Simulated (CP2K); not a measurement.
CdSe in CP2K: the effect of functional

Crystal: CdSe.

```
Cd Se
1.0
     4.34202    0.00000    0.00000
     2.17101    3.76030    0.00000
     2.17101    1.25343    3.54524
Cd Se
1 1
Direct
  0.00000 0.00000 0.00000
  0.25000 0.25000 0.25000
```

Measurements of this composition are mostly on another form, of space group No. 186.

Alike in all runs:

| Quantity | Value |
| --- | --- |
| Program | CP2K 2026.2 |
| Task | atomic charges |
| Potentials or basis | POTENTIAL_UZH Cd GTH-PBE-q12, Se GTH-PBE-q6; TZVP-MOLOPT-PBE-GTH basis |
| Density cutoff | 9184 eV |
| k mesh | 8 × 8 × 8 |
| Occupations | fermi-dirac, width 0.05 eV |
| Spin | no spin polarisation |

```csv
functional,gap on the mesh (eV),pressure (GPa)
LDA,0.26,-1.6
PBEsol,0.39,-0.4
BEEF-vdW,0.68,2.9
vdW-DF2,0.52,5.6
optB88-vdW,0.47,1.7
TASK,?,?
```

**Question.** What does the run with functional TASK give?

**Answer.** gap on the mesh 0.96 eV; pressure 0.7 GPa.

Caveats: the potentials were made for another functional, which shifts forces and pressure; the basis of atomic orbitals isn't converged, which shifts pressures, moduli and gaps.

Runs at the PBE level aren't shown here.
